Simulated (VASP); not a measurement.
A run of VASP 6.6.1 is set up as follows.

Contents of INCAR:

```
PREC = Accurate
ENCUT = 520
EDIFF = 1E-7
ISMEAR = -1
SIGMA = 0.01
LREAL = F
LASPH = T
NELM = 100
ALGO = Normal
ISIF = 2
LWAVE = F
LCHARG = T
GGA = PS
LELF = T
LVHAR = T
NBANDS = 26
ISYM = 0
```

Contents of KPOINTS:

```
Automatic mesh
0
Gamma
  5 5 5
  0.5 0.5 0.5
```

The input POSCAR:

```
AlCu3
1.0
    0.0000000000      2.8880109900      2.8880109900
    2.8880109900      0.0000000000      2.8880109900
    2.8880109900      2.8880109900      0.0000000000
Al Cu
1 3
Direct
    0.0000000000      0.0000000000      0.0000000000
    0.5000000000      0.5000000000      0.5000000000
    0.2500000000      0.2500000000      0.2500000000
    0.7500000000      0.7500000000      0.7500000000
```

Potentials or basis: VASP PAW PBE potentials, release 64 (Al, Cu).

Run with:

```sh
$ cat potpaw_PBE.64/Al/POTCAR potpaw_PBE.64/Cu/POTCAR > POTCAR
$ mpirun -np 1 vasp_std > vasp.out
```

Problem. Predict the band gap on the k mesh.

Solution. None (metal or under the smearing width).

Problem. Estimate the pressure.

Solution. 0.3 GPa.

Caveat: the k mesh is coarse (spacing up to 0.38 Å⁻¹), so the values aren't converged; the PAW data sets were made with another functional, which shifts forces and pressure a little.
